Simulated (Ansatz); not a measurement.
Results of r²SCAN50 (plane waves, PAW; Ansatz, a first-principles code) for zinc-blende InN (metastable phase).

Run with plane-wave cutoff 520 eV, 10×10×10 k mesh, Fermi–Dirac smearing 0.01 eV, scalar-relativistic PAW data made under PBE.

Pressure at four volumes; x = ln(V/14.956 Å³). One pressure is withheld.

```csv
V (Å³/atom),x,P (GPa)
14.208,-0.0513,?
14.582,-0.0253,4.51
14.956,0.0000,0.00
15.575,0.0406,-6.25
```

### Question
Pass a parabola P(x) through the three rows shown, estimate the bulk modulus and its pressure derivative near zero pressure, and predict the withheld pressure.

### Answer
Slopes between the rows: (0.00 − (4.51))/(0.0000 − (-0.0253)) = -178.26 and (-6.25 − (0.00))/(0.0406 − (0.0000)) = -153.94 GPa. Their difference over the span 0.0659 is c = 24.32/0.0659 = 369.0 GPa, so P(x) = 4.51 + (-178.26)(x − (-0.0253)) + 369.0 (x − (-0.0253))(x − (0.0000)). At the middle row B = −dP/dx = −[-178.26 + 369.0 × 0.0253] = 168.9 GPa, and B′ = dB/dP = 2c/B = 4.4. At x = -0.0513 the parabola gives 9.64 GPa; the run gives 9.65 GPa. The Birch–Murnaghan fit to the energies at all volumes has B0 = 168 GPa and B′ = 4.3.

Spin–orbit coupling is not included.
